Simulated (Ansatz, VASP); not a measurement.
## One calculation of WC, two programs

```
CELL_PARAMETERS angstrom
-2.92666 -0.00142 -2.84605
1.46210 -2.53243 0.00000
-2.92666 -0.00142 2.84605
ATOMIC_POSITIONS crystal
W 0.99991 0.99991 0.99991
W 0.49991 0.99991 0.49991
C 0.91676 0.66676 0.41676
C 0.41676 0.66676 0.91676
```

Alike in both runs: functional PBE; k mesh 7 × 7 × 7; no spin polarisation; Hubbard terms W d U = 4.66 eV, J = 0.92 eV.

Ansatz relaxed the structure, and its values are those at the end. VASP's run is a single point on that final structure, the one shown.

```csv
,VASP,Ansatz
version,VASP 6.6.1,Ansatz 0.2.0
potentials or method,"VASP PAW PBE potentials, release 64 (W_sv, C)",PAW plane waves
plane-wave cutoff (eV),520,420
occupations,tetrahedron,tetrahedron-uncorrected
valence electrons in the cell,36,36
```

|  | VASP | Ansatz | Ansatz less VASP |
| --- | --- | --- | --- |
| gap on the k mesh at the Fermi level (eV) | none | none | - |
| pressure (GPa) | 8.4 | 0.0 | -8.43 |
| rms of the force components (eV/Å) | 0.010 | 0.002 | -0.0074 |

The programs project onto different local orbitals, so the same U acts differently. A gap of «none» marks a metal or a gap that the smearing closes. Ansatz warned: «band_table_not_solved_further».

Caveats: U without spin polarisation on a metal has little footing; the U is typed as a test and isn't derived for this compound; tetrahedron occupations give inexact forces and stress in metals. The runs have no spin-orbit coupling, so splittings on W are missing.
